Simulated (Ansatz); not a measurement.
# Si3N4: from the start to rest, part 2 of 2

Aim: in Si3N4, a database structure at a slightly changed volume, relax the atoms in a fixed cell, then read levels, charges and fields where it ends.

Ansatz 0.2.0; DFT, r2SCAN, no spin polarisation, plane waves, PAW. Relaxing the atoms in a fixed cell. Earlier steps stand in the parts before.

**3. The output, continued**

The log, continued:

```text
preconditioner: auto → Resta (q_TF=auto, 2.361 Å⁻¹)  ε∞=3.6  [insulator: Δε(μ)=4.781 eV  Ē_g=14.934 eV  σ=0.057 eV  W_gap=1.00  n_scr=32 (ndim 8)  ℏωp=24.1 eV  f_vac=0.036  D(μ)=0.00/eV (n_scr^D=0)  ε∞_Penn≈3.6]
SCF iter   2: F=-6930.610642 eV  HF=-6930.610697 eV  |F-HF|=5.53e-5  |Δ(HF+E_count)|=   9.03e-5  Δρ=5.48e-4  dr2=3.02e-4  dr2_τ=6.84e-6  ethr=1.40e-6  ⟨swp⟩=2.0  Hψ=2733  notcnv=0  defer=253
SCF iter   3: F=-6930.610684 eV  HF=-6930.610686 eV  |F-HF|=1.96e-6  |Δ(HF+E_count)|=   1.07e-5  Δρ=8.41e-5  dr2=7.06e-6  dr2_τ=1.62e-6  ethr=4.72e-7  ⟨swp⟩=2.0  Hψ=2178  notcnv=0  defer=253
SCF iter   4: F=-6930.610563 eV  HF=-6930.610562 eV  |F-HF|=2.80e-7  |Δ(HF+E_count)|=   1.24e-4  Δρ=2.89e-5  dr2=6.74e-7  dr2_τ=8.87e-8  ethr=1.10e-8  ⟨swp⟩=2.0  Hψ=2198  notcnv=0  defer=253
SCF iter   5: F=-6930.610563 eV  HF=-6930.610563 eV  |F-HF|=1.76e-8  |Δ(HF+E_count)|=   4.65e-7  Δρ=7.93e-6  dr2=8.63e-8  dr2_τ=1.40e-8  ethr=2.97e-10  ⟨swp⟩=17.1  Hψ=11998  notcnv=0
SCF 3 converged in 5 iterations: F = -6930.610563 eV  dr2 = 8.63e-8
relax step   3: F+E_penalty+E_count = -6930.61056277 eV  Δ(F+E_penalty+E_count) = -8.155e-4 eV  max|allowed force component| = 3.119e-2 eV/Å  Δτ_max = 0.0057 Å  (5 SCF iters, dr2 threshold 1.90e-7 eV, accepted)
SCF iter   1: F=-6930.610677 eV  HF=-6930.610683 eV  |F-HF|=5.34e-6  |Δ(HF+E_count)|=         —  Δρ=1.68e-4  dr2=2.92e-5  dr2_τ=2.31e-5  ethr=3.44e-7  ⟨swp⟩=2.0  Hψ=3008  notcnv=0
preconditioner: auto → Resta (q_TF=auto, 2.361 Å⁻¹)  ε∞=3.6  [insulator: Δε(μ)=4.780 eV  Ē_g=14.933 eV  σ=0.057 eV  W_gap=1.00  n_scr=32 (ndim 8)  ℏωp=24.1 eV  f_vac=0.036  D(μ)=0.00/eV (n_scr^D=0)  ε∞_Penn≈3.6]
SCF iter   2: F=-6930.610684 eV  HF=-6930.610686 eV  |F-HF|=1.90e-6  |Δ(HF+E_count)|=   2.84e-6  Δρ=8.52e-5  dr2=6.84e-6  dr2_τ=1.71e-7  ethr=4.56e-8  ⟨swp⟩=2.0  Hψ=2538  notcnv=0
SCF iter   3: F=-6930.610685 eV  HF=-6930.610685 eV  |F-HF|=4.02e-8  |Δ(HF+E_count)|=   6.33e-7  Δρ=1.53e-5  dr2=2.47e-7  dr2_τ=7.02e-8  ethr=4.85e-10  ⟨swp⟩=13.3  Hψ=12244  notcnv=0
SCF 4 converged in 3 iterations: F = -6930.610685 eV  dr2 = 2.47e-7
relax step   4: F+E_penalty+E_count = -6930.61068498 eV  Δ(F+E_penalty+E_count) = -1.222e-4 eV  max|allowed force component| = 2.602e-3 eV/Å  Δτ_max = 0.0012 Å  (3 SCF iters, dr2 threshold 3.11e-7 eV, accepted)
iter 1 solved again at ethr=3.85e-10 eV; its pass at ethr=3.10e-3 eV (dr2=2.47e-7 eV) is discarded
SCF iter   1: F=-6930.610685 eV  HF=-6930.610685 eV  |F-HF|=4.00e-8  |Δ(HF+E_count)|=         —  Δρ=1.53e-5  dr2=2.47e-7  dr2_τ=7.02e-8  ethr=3.85e-10  ⟨swp⟩=1.0  Hψ=3840  notcnv=0
preconditioner: auto → Resta (q_TF=auto, 2.361 Å⁻¹)  ε∞=3.6  [insulator: Δε(μ)=4.779 eV  Ē_g=14.933 eV  σ=0.057 eV  W_gap=1.00  n_scr=32 (ndim 8)  ℏωp=24.1 eV  f_vac=0.036  D(μ)=0.00/eV (n_scr^D=0)  ε∞_Penn≈3.6]
SCF iter   2: F=-6930.610685 eV  HF=-6930.610685 eV  |F-HF|=3.17e-8  |Δ(HF+E_count)|=   2.00e-8  Δρ=6.41e-6  dr2=3.48e-8  dr2_τ=6.29e-9  ethr=1.56e-10  ⟨swp⟩=7.0  Hψ=9194  notcnv=0
SCF 5 converged in 2 iterations: F = -6930.610685 eV  dr2 = 3.48e-8
relax step   5: F+E_penalty+E_count = -6930.61068507 eV  Δ(F+E_penalty+E_count) = -9.192e-8 eV  max|allowed force component| = 2.660e-3 eV/Å  Δτ_max = 0.0000 Å  (2 SCF iters, accepted)
iter 1 solved again at ethr=5.44e-11 eV; its pass at ethr=3.10e-3 eV (dr2=3.48e-8 eV) is discarded
SCF iter   1: F=-6930.610685 eV  HF=-6930.610685 eV  |F-HF|=3.17e-8  |Δ(HF+E_count)|=         —  Δρ=6.41e-6  dr2=3.48e-8  dr2_τ=6.29e-9  ethr=5.44e-11  ⟨swp⟩=1.0  Hψ=4384  notcnv=0
SCF iter   2: F=-6930.610685 eV  HF=-6930.610685 eV  |F-HF|=1.27e-8  |Δ(HF+E_count)|=   2.15e-8  Δρ=3.92e-6  dr2=1.41e-8  dr2_τ=4.95e-10  ethr=5.44e-11  ⟨swp⟩=7.0  Hψ=7422  notcnv=0
SCF 6 converged in 2 iterations: F = -6930.610685 eV  dr2 = 1.41e-8
SCF converged after 2 iterations
Free energy (F): -6930.610685 eV
Harris-Foulkes:  -6930.610685 eV  (|F-HF|=1.27e-8)
Internal energy: -6930.610685 eV  (E = F + TS)
E sigma→0 (E₀):  -6930.610685 eV
Fermi energy:    9.902781 eV
--- Per-component energies (eV) ---
  E_band       = 2.013192
  E_kinetic    = 1342.814613
  E_local      = -2180.116324  (includes V_loc(G=0)·N_el)
  E_nonlocal   = 494.445152
  E_hartree    = 731.906538
  E_xc         = -799.085241
  E_vxc        = -996.342045  (∫ρ·V_xc dr)
  E_paw        = -4151.112834  (= ΣΔE_a)
  E_vpaw       = -176.495024  (= ΣTr[D̂ρ^β])
  E_aug_tail   = 0.000186  (compensation charges beyond the density's cutoff)
  E_vtau       = 53.893916  (kinetic-family band-sum trace: ∫τ·v_τ [+ j·A + Jᵃ·Aᵃ] dr)
  E_ewald      = -2368.767660
  E_core_change = -0.695115  (= ΣΔE_core)
  E_smearing   = -0.000000  (= −TS)
  E_closure    = 0.000000  (closes the sum)
  Σ components = -6930.610685   (vs F -6930.610685, Δ=0.00e0)
--- Forces (eV/Å), atoms counted from 1 ---
  atom   1  Si    -0.00264086     0.00003009     0.00000000
  atom   2  Si    -0.00134649    -0.00227200     0.00000000
  atom   3  Si     0.00129437    -0.00230210     0.00000000
  atom   4  Si     0.00264086    -0.00003009     0.00000000
  atom   5  Si     0.00134649     0.00227200     0.00000000
  atom   6  Si    -0.00129437     0.00230210     0.00000000
  atom   7  N      0.00134413    -0.00048779     0.00000000
  atom   8  N      0.00109450     0.00092016     0.00000000
  atom   9  N     -0.00024963     0.00140794     0.00000000
  atom  10  N     -0.00134413     0.00048779     0.00000000
  atom  11  N     -0.00109450    -0.00092016     0.00000000
  atom  12  N      0.00024963    -0.00140794     0.00000000
  atom  13  N      0.00000000    -0.00000000     0.00000000
  atom  14  N     -0.00000000     0.00000000     0.00000000
  max |Σ_I F_I| component: 1.08e-18 eV/Å
--- Stress (GPa, compression-positive) ---
      -10.469909       0.000007       0.000000
       -0.000007     -10.469909       0.000000
        0.000000       0.000000     -11.371264
  P = ⅓ Tr σ = -10.7704 GPa (-107.704 kbar)
--- Band table (eV; the first three rows and the last of 32) ---
  k-point 0: bands = ["-11.2655", "-9.8827", "-9.8827", "-9.2563", "-9.0970", "-9.0970", "-7.9602", "-7.6645", "-0.6802", "-0.6802", "-0.6141", "0.1169", "0.1169", "1.7133", "1.7133", "2.6356", "2.8783", "3.4357", "3.4357", "3.5575", "3.5575", "4.1489", "4.1489", "4.1886", "4.6616", "5.9448", "5.9448", "6.2590", "6.2590", "7.0537", "7.0785", "7.2932", "12.2889", "12.3825", "12.7628", "12.7628", "13.0365", "13.0365", "13.8063", "15.3451", "15.8475", "15.8475", "16.4832", "17.5104", "17.5104", "17.7389"]
  k-point 1: bands = ["-10.9439", "-9.5989", "-9.5989", "-9.0414", "-8.8633", "-8.8633", "-7.8485", "-7.6410", "-0.6902", "-0.6902", "-0.3997", "0.1138", "0.1138", "1.6948", "1.7873", "1.7873", "2.5216", "2.5667", "2.5667", "2.7027", "2.7027", "3.6808", "3.9250", "4.0702", "4.0702", "5.8775", "5.8775", "6.0594", "6.2730", "6.2730", "6.3966", "7.5097", "13.4352", "13.8288", "13.8288", "14.1426", "14.1546", "14.1546", "14.3066", "15.4434", "15.5360", "15.5360", "16.5350", "16.5350", "16.8323", "17.2488"]
  k-point 2: bands = ["-10.0593", "-8.8756", "-8.8756", "-8.5819", "-8.3528", "-8.3528", "-7.7627", "-7.6613", "-1.3380", "-1.3380", "-0.7531", "-0.7531", "-0.0168", "0.3280", "1.1809", "1.8114", "1.8114", "1.9693", "1.9693", "2.1526", "2.5698", "2.5698", "3.7969", "3.7969", "4.1695", "4.7250", "5.7178", "5.8076", "5.8076", "6.0909", "6.0909", "7.2041", "13.0010", "13.0010", "13.9283", "13.9283", "14.9889", "15.1474", "15.3199", "15.9039", "15.9039", "15.9285", "15.9285", "16.1302", "16.7848", "16.7848"]
  k-point 31: bands = ["-8.8549", "-8.8549", "-8.3140", "-8.3140", "-8.2968", "-8.2968", "-7.6973", "-7.6973", "-1.6655", "-1.6655", "-1.0669", "-1.0669", "-0.8208", "-0.8208", "1.0327", "1.0327", "1.3277", "1.3277", "2.6542", "2.6542", "2.9254", "2.9254", "3.1097", "3.1097", "4.7721", "4.7721", "5.6370", "5.6370", "6.1053", "6.1053", "6.4443", "6.4443", "12.9285", "12.9285", "13.8411", "13.8411", "14.0255", "14.0255", "14.4428", "14.4428", "14.5979", "14.5979", "15.7264", "15.7264", "17.0012", "17.0012"]
--- Relaxed structure (5 steps of the walk, 5 accepted, 0 SCFs on fresh bases) ---
  F+E_penalty+E_count = -6930.61068507 eV   max|allowed force component| = 2.660e-3 eV/Å
  atoms:
    - { symbol: Si, position: [0.7717089171732309, 0.1775650133111792, 0.25] }
    - { symbol: Si, position: [0.5941439038620514, 0.7717089171732306, 0.7500000000000001] }
    - { symbol: Si, position: [0.8224349866888209, 0.5941439038620515, 0.25] }
    - { symbol: Si, position: [0.22829108282676924, 0.8224349866888209, 0.7500000000000001] }
    - { symbol: Si, position: [0.4058560961379485, 0.22829108282676924, 0.25] }
    - { symbol: Si, position: [0.1775650133111792, 0.40585609613794843, 0.7500000000000001] }
    - { symbol: N, position: [0.03352949649451045, 0.33079357922840436, 0.25] }
    - { symbol: N, position: [0.7027359172661062, 0.03352949649451042, 0.7500000000000001] }
    - { symbol: N, position: [0.6692064207715958, 0.7027359172661063, 0.25] }
    - { symbol: N, position: [0.9664705035054898, 0.6692064207715958, 0.7500000000000001] }
    - { symbol: N, position: [0.2972640827338939, 0.9664705035054896, 0.25] }
    - { symbol: N, position: [0.33079357922840424, 0.2972640827338939, 0.7500000000000001] }
    - { symbol: N, position: [0.6666666666666667, 0.33333333333333337, 0.25] }
    - { symbol: N, position: [0.33333333333333337, 0.6666666666666667, 0.7500000000000001] }
--- Löwdin populations: 14 sites ---
  site symbol       q [e]
     0     Si      2.5131
     1     Si      2.5131
     2     Si      2.5131
     3     Si      2.5131
     4     Si      2.5131
     5     Si      2.5131
     6      N      5.9981
     7      N      5.9981
     8      N      5.9981
     9      N      5.9981
    10      N      5.9981
    11      N      5.9981
    12      N      6.0077
    13      N      6.0077
  spilling = 0.014338 (of n_electrons = 64.000000)
--- Bader charges: 14 sites ---
  site symbol  charge [e]  shift [e]
     0     Si      3.1816     0.0121
     1     Si      3.1817     0.0121
     2     Si      3.1817     0.0121
     3     Si      3.1816     0.0121
     4     Si      3.1817     0.0121
     5     Si      3.1816     0.0121
     6      N     -2.3868     0.0089
     7      N     -2.3868     0.0089
     8      N     -2.3868     0.0089
     9      N     -2.3868     0.0089
    10      N     -2.3868     0.0089
    11      N     -2.3868     0.0089
    12      N     -2.3844     0.0096
    13      N     -2.3844     0.0096
  estimated error of the sums over rays = 5.1e-4 e
```

It took 4 min on 2 threads of AMD EPYC 7R43 (Zen 3), shared host; peak memory 1.1 GiB.

Step by step:

| step | energy from step 1 (eV/cell) | largest force component (eV/Å) |
| --- | --- | --- |
| 1 | 0.0000 | 0.0903 |
| 2 | -0.0103 | 0.0552 |
| 3 | -0.0111 | 0.0312 |
| 4 | -0.0113 | 0.0026 |
| 5 | -0.0113 | 0.0027 |

Step 1 is the start. Step 5 solves the same geometry again.

The largest move, 0.02 Å, is shared by several atoms, Si3 among them.

**4. Density of states**

Counts of states in windows (eV from the Fermi level; tetrahedra), total and projected:

| from | to | total | N s | N p | Si s | Si p |
| --- | --- | --- | --- | --- | --- | --- |
| -11.0 | -10.0 | 4.04 | 0.24 | 2.46 | 0.82 | 0.50 |
| -10.0 | -9.0 | 3.19 | 0.18 | 2.01 | 0.35 | 0.62 |
| -9.0 | -8.0 | 5.08 | 0.15 | 3.39 | 0.23 | 1.25 |
| -8.0 | -7.0 | 7.18 | 0.15 | 5.16 | 0.15 | 1.65 |
| -7.0 | -6.0 | 6.60 | 0.12 | 5.08 | 0.09 | 1.21 |
| -6.0 | -5.0 | 5.22 | 0.10 | 4.42 | 0.02 | 0.56 |
| -5.0 | -4.0 | 4.60 | 0.12 | 4.09 | 0.02 | 0.24 |
| -4.0 | -3.0 | 6.80 | 0.08 | 6.28 | 0.03 | 0.23 |
| -3.0 | -2.0 | 1.66 | 0.01 | 1.57 | 0.00 | 0.05 |
| -2.0 | -1.0 | 0.00 | 0.00 | 0.00 | 0.00 | 0.00 |
| -1.0 | 0.0 | 0.00 | 0.00 | 0.00 | 0.00 | 0.00 |
| 0.0 | 1.0 | 0.00 | 0.00 | 0.00 | 0.00 | 0.00 |
| 1.0 | 2.0 | 0.00 | 0.00 | 0.00 | 0.00 | 0.00 |
| 2.0 | 3.0 | 1.19 | 0.22 | 0.06 | 0.16 | 0.54 |
| 3.0 | 4.0 | 6.39 | 1.00 | 0.51 | 0.71 | 3.02 |
| 4.0 | 5.0 | 5.75 | 0.83 | 0.58 | 0.46 | 2.77 |
| 5.0 | 6.0 | 6.97 | 0.82 | 0.92 | 0.95 | 2.87 |

On the mesh the valence top lies at -2.39 eV and the conduction bottom at 2.39 eV on this scale.

**5. Atomic charges**

By element, from the tables in the log (a charge is positive for electrons lost): Löwdin charges also hold the electrons that the projection spills.

| element | atoms | Bader charge (e) | Bader volume (Å³) | Löwdin charge (e) |
| --- | --- | --- | --- | --- |
| Si | 6 | +3.18 | 3.4 | +1.49 |
| N | 8 | -2.39 to -2.38 | 15.1 to 17.0 | -1.01 to -1.00 |

Löwdin charges rest on a small set of atomic orbitals that misses 1.4 % of the electrons, so they need not add up to the cell's charge and can differ from Bader's even in sign.

**6. Maps of the fields**

Maps in the plane spanned by a and b at height 0.250 along c (axes of the input's cell), one cell: a runs left to right (23 points from zero), b bottom to top (23 points), 120° apart. These are the smooth PAW fields, not the true ones near the nuclei.

Valence density. Ten steps from '0' (0.01 e/Å³) to '9' (3.72 e/Å³), finer at the low end (step k begins (100^(k/10) - 1)/99 of the way up):
```
00135899964211222211000
00136899742111222221100
01246776531111233433210
11235554321112356654211
22233332211123578864322
32222222222235799975433
32211122222246999865444
32111122222357999763344
21111122212346777641244
21112222111245555422343
12233221111233344554432
34454321111122346665322
56765321112223467865323
79975322223335689864335
99975322344456899864457
99863223443468999764579
98642234422567888654678
65321234312566666524667
43111234344444554213554
21001245665433343234432
00001356775322344443211
00012478975322344432100
00024699975312233321000
```

ELF. Ten even steps from '0' (0.00) to '9' (0.90):
```
00168930797100000000000
00168857873000000011100
00158888620000013566410
00036764100000368887410
00013310000003788998410
10000000000016853898311
10000000000048702996112
10000000000168758981012
10000000000279999825112
00000000000378876111011
01321000000134322442110
37764100000000138996200
89886300000001479995104
97787300011125776874138
50586100121169811773279
23883001210299616982698
89850012112499789941899
98610011051487799412899
76100011121234562251688
41000136886211210101344
00001489997300111111111
00014899898400122210000
00047982598300111100000
```

Atoms within 0.2 Å of the plane, in fractions of a and b: Si at (0.77, 0.18), Si at (0.82, 0.59), Si at (0.41, 0.23), N at (0.03, 0.33), N at (0.67, 0.70), N at (0.30, 0.97), N at (0.67, 0.33).

At the density minimum on some short contacts:

| contact | length (Å) | minimum at (fraction) | density (e/Å³) | ELF |
| --- | --- | --- | --- | --- |
| Si1–N13 | 1.755 | none clear | – | – |

```
fraction  Si1–N13
     0.2    0.192
     0.3    0.438
     0.4    0.741
     0.5     1.07
     0.6     1.56
     0.7     2.41
     0.8     3.33
```

(Smooth valence density in e/Å³ at fractions of each contact.)

**7. Summary of results**

This closing draws on all 2 parts.

```
                            quantity                         value
                               moves                             3
                       energy gained                  0.8 meV/atom
                        largest move                   0.02 Å (Si)
space group (0.01 Å), before / after               P6_3/m / P6_3/m
     pressure left in the fixed cell                     -10.8 GPa
                          gap (mesh)             4.78 eV, indirect
                    least direct gap                       5.00 eV
                       Bader charges  Si +3.18, N -2.39 to -2.38 e
```

In the fixed cell the largest move of an atom is 0.02 Å. The fixed cell still holds a mean pressure of -10.8 GPa, so it would shrink if let free. With 12 symmetry operations imposed, the end may be a saddle point towards distortions that break them. There is a gap of 4.78 eV, with the least direct gap at 5.00 eV; within 0.7 eV of the edges the states project mainly on N p (94 %) below and Si p (45 %), N s (18 %) and Si s (14 %) above. A semilocal functional usually gives too small a gap. Si loses most charge (+3.18 e on average) and N gains most (-2.39 e).

Caveats: the SCF threshold is loose for a stress.
